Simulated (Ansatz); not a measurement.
Strain and the gap of ZnSe (zincblende)

Zincblende ZnSe, relaxed with r2SCAN in Ansatz. Space group F-43m (No. 216), cubic; conventional cell a = 5.665 Å, 22.72 Å³ an atom. Zn is surrounded by 4 Se at 2.45 Å; Se is surrounded by 4 Zn at 2.45 Å.

The axes x, y and z are those of this cell:
```
CELL_PARAMETERS angstrom
0.00000 2.83242 2.83242
2.83242 0.00000 2.83242
2.83242 2.83242 0.00000
ATOMIC_POSITIONS crystal
Zn 0.00000 0.00000 0.00000
Se 0.25000 0.25000 0.25000
```

Unstrained: With PBE the gap is 1.294 eV and direct, at Γ. The r2SCAN gap is direct at Γ: 1.869 eV. With HSE06 the gap is 2.422 eV and direct, at Γ. Meshes: PBE 8×8×8, r2SCAN 8×8×8, HSE06 6×6×6. Strains are changes of length per length, and xy shears are angles. After each strain the atoms were relaxed again with r2SCAN within the symmetry that the strain leaves, so tilts or polar shifts that break it weren't tested; points keep the names that they have in the unstrained zone. The values are computed, spin-unpolarised, and not measurements.

Changes of the least gap in eV (an overlap counts as a negative gap):
```
                                                      strain  volume change (%)  space group     PBE  r2SCAN   HSE06  G0W0@PBE (mesh)  energy rise, r2SCAN (meV/atom)
epitaxial +5.0 % in the xy plane, free normal strain -6.12 %               +3.5        I-4m2  -0.389  -0.402  -0.422            -0.49                            25.5
                                     uniaxial -4.0 % along z               -4.0        I-4m2  +0.066  +0.076  +0.082            +0.12                            10.7
                            isotropic -5.0 % on every length              -14.3        F-43m  +0.651  +0.695  +0.718            +0.83                           124.9
                 xy shear, engineering strain (angle) +5.0 %               -0.1         Imm2  -0.174  -0.185  -0.191            -0.20                             7.4
```
Unstrained, G0W0@PBE with 189 empty bands, a screening cutoff of 150 eV and a 4×4×4 mesh gives 2.27 eV on its mesh; the band count follows the volume. G0W0 values are finite-basis, finite-mesh values.

Epitaxial +5.0 % in the xy plane, free normal strain -6.12 %. HSE06: the gap goes from 2.422 to 2.000 eV (-0.422 eV); with r2SCAN the top three valence levels at Γ, degenerate before, become 1+2 from the top over 330 meV. Stress change with r2SCAN, compression positive: xx -3.47, yy -3.47, zz -0.02 GPa.

Uniaxial -4.0 % along z, other directions held. HSE06: the gap goes from 2.422 to 2.504 eV (+0.082 eV); with r2SCAN the top three valence levels at Γ, degenerate before, become 1+2 from the top over 147 meV. Stress change with r2SCAN, compression positive: xx +2.43, yy +2.43, zz +3.78 GPa.

Isotropic -5.0 % on every length. HSE06: the gap goes from 2.422 to 3.140 eV (+0.718 eV). Stress change with r2SCAN, compression positive: xx +14.15, yy +14.15, zz +14.15 GPa. For HSE06, dE_g/d ln V = -4.7 eV over this step.

Xy shear, engineering strain (angle) +5.0 %. HSE06: the gap goes from 2.422 to 2.231 eV (-0.191 eV); with r2SCAN the top three valence levels at Γ, degenerate before, become 1+1+1 from the top over 297 meV. Stress change with r2SCAN, compression positive: xx +0.06, yy +0.06, zz -0.02, xy -2.08 GPa.

Spin-orbit coupling is left out.

The meshes of the hybrids are coarse, so their gaps aren't converged to the digits shown.

The splittings at Γ are without spin-orbit coupling, which regroups them where it is of like size or larger.

With a shallow d shell on the cation, G0W0 converges slowly in bands and cutoff, so these values are in doubt.
